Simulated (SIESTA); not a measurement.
Runs of SIESTA 5.4.2 on TePb. Symmetry: Fm-3m, No. 225, cubic system. Conventional cell: a = 6.462 Å, b = 6.462 Å, c = 6.462 Å, α = 90.00°, β = 90.00°, γ = 90.00°. Pb (site symmetry m-3m) is surrounded by 6 Te at 3.23 Å. Te (site symmetry m-3m) has 6 Pb at 3.23 Å as nearest neighbours. 

| task | level | potentials or basis | spin | k mesh | pressure (GPa) |
| --- | --- | --- | --- | --- | --- |
| band structure | AM05 | PseudoDojo 0.4 standard (PBEsol files), DZP (energy shift 0.003 Ry; two zetas on semicore shells) | off | 7 × 7 × 7 | (a) |
| band structure | PBE | PseudoDojo 0.4 standard (PBE files, fully relativistic), TZP (energy shift 0.003 Ry; two zetas on semicore shells) | non-collinear, zero start, SOC | 5 × 5 × 5 | 2.5 |
| band structure | vdW-DF-cx | PseudoDojo 0.4 standard (PBE files), DZP (energy shift 0.003 Ry; two zetas on semicore shells) | off | 7 × 7 × 7 | 0.7 |
| band structure | PBE | PseudoDojo 0.4 standard (PBE files), DZ (energy shift 0.003 Ry; two zetas on semicore shells) | off | 7 × 7 × 7 | 2.5 |
| band structure | BLYP | PseudoDojo 0.4 standard (PBE files), DZP (energy shift 0.003 Ry; two zetas on semicore shells) | off | 7 × 7 × 7 | 5.5 |

Alike in all rows: cell as given; smearing fermi-dirac 0.05 eV; grid cutoff 500 Ry; energy shift 0.003 Ry.

Question: Estimate the missing entries.

Answer: (a) 0.5.

Caveats: the basis of atomic orbitals isn't converged, which shifts pressures, moduli and gaps; the potentials were made for another functional, which shifts forces and pressure (some runs); the basis has no polarisation orbitals (some runs).
